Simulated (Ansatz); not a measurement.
What strain does to MgO (rocksalt)

MgO in the rocksalt structure, relaxed with r2SCAN in the plane-wave code Ansatz. The symmetry is Fm-3m (No. 225, cubic); conventional cell a = 4.204 Å, 9.29 Å³ an atom. Mg has 6 O at 2.10 Å; O has 6 Mg at 2.10 Å.

The axes x, y and z are those of this cell:
```yaml
crystal:
  lattice:
    - [0.00000, 2.10217, 2.10217]
    - [2.10217, 0.00000, 2.10217]
    - [2.10217, 2.10217, 0.00000]
  atoms:
    - { symbol: Mg, position: [0.00000, 0.00000, 0.00000] }
    - { symbol: O, position: [0.50000, 0.50000, 0.50000] }
```

Unstrained: PBE gives a direct gap of 4.797 eV at Γ. With r2SCAN the gap is 5.685 eV and direct, at Γ. With HSE06 the gap is 6.541 eV and direct, at Γ. Meshes: PBE 10×10×10, r2SCAN 10×10×10, HSE06 8×8×8. Strains are changes of length per length, and xy shears are angles. After each strain the atoms were relaxed again with r2SCAN within the symmetry that the strain leaves, so tilts or polar shifts that break it weren't tested; points keep the names that they have in the unstrained zone. Spin-unpolarised throughout; all numbers are computed.

Changes of the least gap in eV (an overlap counts as a negative gap):
```csv
strain,volume change (%),space group,PBE,r2SCAN,HSE06,G0W0@PBE (mesh),"energy rise, r2SCAN (meV/atom)"
"xy shear, engineering strain (angle) -5.0 %",-0.1,Immm,-0.221,-0.226,-0.219,-0.24,11.4
isotropic +2.5 % on every length,+7.7,Fm-3m,-0.690,-0.721,-0.760,-0.88,25.2
uniaxial +3.0 % along z,+3.0,I4/mmm,-0.329,-0.342,-0.371,-0.42,7.2
uniaxial +1.5 % along [111],+1.5,R-3m,-0.186,-0.193,-0.199,-0.23,2.4
uniaxial +2.5 % along x,+2.5,I4/mmm,-0.275,-0.286,-0.310,-0.35,5.1
```
Unstrained, G0W0@PBE with 77 empty bands, a screening cutoff of 150 eV and a 6×6×6 mesh gives 7.23 eV on its mesh; the band count follows the volume. G0W0 here is at a finite number of bands, screening cutoff and k mesh, not at the basis limit.

Xy shear, engineering strain (angle) -5.0 %. HSE06: the gap goes from 6.541 to 6.322 eV (-0.219 eV); with r2SCAN the top three valence levels at Γ, degenerate before, become 1+1+1 from the top over 382 meV. Stress change with r2SCAN, compression positive: xx +0.31, yy +0.31, zz -0.25, xy +7.86 GPa.

Isotropic +2.5 % on every length. HSE06: the gap goes from 6.541 to 5.781 eV (-0.760 eV). Stress change with r2SCAN, compression positive: xx -10.62, yy -10.62, zz -10.62 GPa. For HSE06, dE_g/d ln V = -10.3 eV over this step.

Uniaxial +3.0 % along z, other directions held. HSE06: the gap goes from 6.541 to 6.170 eV (-0.371 eV); with r2SCAN the top three valence levels at Γ, degenerate before, become 1+2 from the top over 61 meV. Stress change with r2SCAN, compression positive: xx -2.68, yy -2.68, zz -7.76 GPa.

Uniaxial +1.5 % along [111], other directions held. HSE06: the gap goes from 6.541 to 6.342 eV (-0.199 eV); with r2SCAN the top three valence levels at Γ, degenerate before, become 2+1 from the top over 114 meV. Stress change with r2SCAN, compression positive: xx -2.41, yy -2.41, zz -2.41, xy -1.56, xz -1.56, yz -1.56 GPa.

Uniaxial +2.5 % along x, other directions held. HSE06: the gap goes from 6.541 to 6.231 eV (-0.310 eV); with r2SCAN the top three valence levels at Γ, degenerate before, become 1+2 from the top over 51 meV. Stress change with r2SCAN, compression positive: xx -6.67, yy -2.25, zz -2.25 GPa.

The meshes of the hybrids are coarse, so their gaps aren't converged to the digits shown.

The splittings at Γ are without spin-orbit coupling, which regroups them where it is of like size or larger.
